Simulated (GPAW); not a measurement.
Here is a GPAW 26.7.0 calculation.

run.py

```python
from ase import Atoms
from ase.filters import FrechetCellFilter
from ase.io import write
from ase.optimize import BFGS
from ase.units import GPa
from gpaw import GPAW, PW, setup_paths

setup_paths.insert(0, '.')

atoms = Atoms(['Si', 'Si', 'C', 'C'],
              cell=[[3.076, 0.0, 0.0],
                    [-1.538, 2.663894142, 0.0],
                    [0.0, 0.0, 5.048]],
              scaled_positions=[[0.6666666667, 0.3333333333, 0.5],
                                [0.3333333333, 0.6666666667, 0.0],
                                [0.6666666667, 0.3333333333, 0.885],
                                [0.3333333333, 0.6666666667, 0.385]],
              pbc=True)

calc = GPAW(mode=PW(800),
            xc='PBEsol',
            kpts={'size': (7, 7, 4), 'gamma': True},
            occupations={'name': 'fermi-dirac', 'width': 0.05},
            nbands=18,
            convergence={'density': 1e-05, 'forces': 0.0001},
            maxiter=150,
            txt='gpaw.txt')
atoms.calc = calc
opt = BFGS(FrechetCellFilter(atoms, scalar_pressure=5 * GPa), trajectory='relax.traj', logfile='-')
done = opt.run(fmax=0.02, steps=60)
calc.write('gs.gpw')
write('result.traj', atoms)
print('Converged:', done)
print('Cell:', atoms.cell.cellpar().round(4))
print('Volume:', round(atoms.get_volume(), 4))
print(atoms.get_scaled_positions().round(5))
```

Potentials or basis: PAW data sets generated in the run's folder for this functional, pw.

The run is started by

```console
$ gpaw-setup -f PBEsol C Si
$ OMP_NUM_THREADS=1 python run.py
```

Problem. Predict the space group after relaxing (to 0.05 Å).

Solution. P6_3mc (No. 186).

Problem. Predict the relaxed cell.

Solution. a = 3.060 Å, b = 3.060 Å, c = 5.019 Å, α = 90.00°, β = 90.00°, γ = 120.00°.

Problem. What does it give for the relaxed volume?

Solution. 10.18 Å³/atom.

Step by step:
| step | energy change (eV) | largest force (eV/Å) | pressure (GPa) | volume (Å³) |
| --- | --- | --- | --- | --- |
| 1 | 0.0000 | 0.7587 | 1.47 | 41.36 |
| 2 | -0.0252 | 0.4166 | 1.82 | 41.26 |
| 3 | -0.0314 | 0.0919 | 2.93 | 41.05 |
| 4 | -0.0308 | 0.0341 | 3.20 | 41.00 |
| 5 | -0.0258 | 0.0341 | 4.40 | 40.80 |
| 6 | -0.0231 | 0.0190 | 4.93 | 40.71 |

Caveat: later steps reuse the first step's grids.
